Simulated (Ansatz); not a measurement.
The same path of a periodic cell of 23 atoms, Ca7F16 (host CaF2, host structure Fm-3m, one Ca atom removed) was run twice with different band settings. Lost on the way: Ca4–Ca21, F9–Ca21, F11–Ca21, F15–Ca21, F17–Ca21. Made: Ca1–Ca21, F8–Ca21, F12–Ca21, F14–Ca21, F18–Ca21.

The calculation used DFT PBEsol, scalar-relativistic, plane waves, PAW in Ansatz. Settings: PAW set soft_1, cutoff 420 eV, k mesh 2x2x2, gaussian smearing 0.05 eV, no spin polarisation.

Relaxed end points:

```xyz
23
Lattice="0.0000 5.2645 5.2645 5.2645 0.0000 5.2645 5.2645 5.2645 0.0000" Properties=species:S:1:pos:R:3
Ca -0.002 0.000 -0.003
F 1.321 1.328 1.302
F 3.980 3.988 3.909
Ca 2.628 2.635 -0.003
F 3.935 3.941 1.303
F 6.540 6.550 3.908
Ca 2.628 0.004 2.631
F 3.982 1.282 3.911
F 6.586 3.942 6.567
Ca 5.260 2.635 2.631
F 6.586 3.942 3.956
F 9.243 6.547 6.611
Ca -0.007 2.635 2.626
F 1.275 3.986 3.908
F 3.934 6.594 6.569
Ca 2.628 5.267 2.628
F 3.934 6.594 3.954
F 6.542 9.250 6.615
F 3.979 3.990 6.612
F 6.587 6.593 9.220
Ca 5.260 5.270 5.261
F 6.540 6.549 6.614
F 9.199 9.205 9.219
```

```xyz
23
Lattice="0.0000 5.2645 5.2645 5.2645 0.0000 5.2645 5.2645 5.2645 0.0000" Properties=species:S:1:pos:R:3
Ca 0.000 0.000 0.000
F 1.305 1.305 1.305
F 3.911 3.911 3.911
Ca 2.632 2.632 0.000
F 3.960 3.960 1.305
F 6.618 6.618 3.911
Ca 2.632 0.000 2.632
F 3.960 1.305 3.960
F 6.618 3.911 6.618
Ca 5.264 2.632 2.632
F 6.618 3.911 3.911
F 9.224 6.569 6.569
Ca 0.000 2.632 2.632
F 1.305 3.960 3.960
F 3.911 6.618 6.618
Ca 2.632 5.264 2.632
F 3.911 6.618 3.911
F 6.569 9.224 6.569
F 3.911 3.911 6.618
F 6.569 6.569 9.224
Ca 2.632 2.632 5.264
F 6.618 6.618 6.618
F 9.224 9.224 9.224
```

Common settings: climbing image yes; spring 5.0 eV/Å²; optimiser fire; end points relaxed.

| run | movable images | start path | force threshold | iteration limit | largest step |
| --- | --- | --- | --- | --- | --- |
| 1 | 7 | IDPP | 0.03 eV/Å | 29 | default |
| 2 | 3 | default | 0.05 eV/Å | 42 | 1.0 Å |

(1) What does each run give, and how far can it be trusted?

Answers

(1) Run 1: not converged after 29 iterations, highest image 2.010 eV above the first end. The band didn't meet its force threshold, so its energies are provisional: the largest band force was still 0.08 eV/Å, and over the last iterations the top stayed at 2.01 eV.
Run 2: converged after 32 iterations, highest image 2.194 eV above the first end. Neighbouring images differ by up to 1.4 eV, so the band resolves the path poorly. The order of the stationary point at the top wasn't checked.
Limits of this set-up: coarse k mesh, PAW files made for another functional, no spin, though dangling bonds at a vacancy may carry it, a small cell, in which the defect meets its images.
